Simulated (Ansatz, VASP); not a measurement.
# La2O3 in VASP and in Ansatz

File INCAR:

```
ALGO = Normal
EDIFF = 1E-7
ENCUT = 520
GGA = PE
ISIF = 2
ISMEAR = -1
LASPH = True
LCHARG = False
LREAL = False
LWAVE = False
NBANDS = 28
NELM = 100
PREC = Accurate
SIGMA = 0.05
```

Contents of KPOINTS:

```
k-points
0
Gamma
  8 8 5
```

Contents of POSCAR:

```
La2O3
1.0
    4.0078715265      0.0000000000      0.0000000000
   -2.0039357633      3.4709185571      0.0000000000
    0.0000000000      0.0000000000      6.2318261790
La O
2 3
Direct
    0.3333333333      0.6666666667      0.2462356800
    0.6666666667      0.3333333333      0.7537643200
    0.0000000000      0.0000000000      0.0000000000
    0.3333333333      0.6666666667      0.6458906500
    0.6666666667      0.3333333333      0.3541093500
```

Contents of input.yaml:

```yaml
crystal:
  lattice:
    - [4.0078715265, 0.0, 0.0]
    - [-2.0039357633, 3.4709185571, 0.0]
    - [0.0, 0.0, 6.231826179]
  atoms:
    - { symbol: La, position: [0.3333333333, 0.6666666667, 0.24623568] }
    - { symbol: La, position: [0.6666666667, 0.3333333333, 0.75376432] }
    - { symbol: O, position: [0.0, 0.0, 0.0] }
    - { symbol: O, position: [0.3333333333, 0.6666666667, 0.64589065] }
    - { symbol: O, position: [0.6666666667, 0.3333333333, 0.35410935] }
hamiltonian:
  xc: pbe
  pseudopotentials: { kind: paw }
kpoints:
  mp_grid: { grid: [8, 8, 5] }
scf:
  occupations: { method: fermi_dirac, width: 0.05 }
output:
  forces: true
  stress: true
  eigenvalues: true
  write_density: true
  write_potential: true
  elf: true
  volumetric_format: npy
```

Change from the starting cell: volume scaled by 1.06.

Alike in both runs: task single point; functional PBE; k mesh 8 × 8 × 5; occupations fermi-dirac, width 0.05 eV; no spin polarisation.

|  | VASP | Ansatz |
| --- | --- | --- |
| version | VASP 6.6.1 | Ansatz 0.2.0 |
| potentials or method | VASP PAW PBE potentials, release 64 (La, O) | Ansatz PAW |
| plane-wave cutoff (eV) | 520 | 420 |
| valence electrons in the cell | 40 | 40 |

```csv
,VASP,Ansatz,Ansatz less VASP
gap on the k mesh at the Fermi level (eV),3.80,3.78,-0.018
least direct gap on the mesh (eV),4.01,3.99,-0.014
pressure (GPa),-5.4,-5.2,+0.25
largest component of the traceless stress (GPa),1.32,1.29,-0.032
rms of the force components (eV/Å),0.148,0.144,-0.0044
```

Atom by atom the forces differ by 0.004 eV/Å (rms over components). With one functional, cell and mesh, what is left measures potentials, basis and numerics.

Caveats: spin-orbit coupling is left out, which moves the levels of the heavy elements; an odd mesh through Γ misses points on the zone boundary, where band edges often lie (VASP); odd divisions of the mesh miss points on the zone boundary, where band edges often lie, so the gap on the mesh can be too wide (Ansatz); the pressure holds a Pulay correction of +0.4 GPa for the finite cutoff (Ansatz).
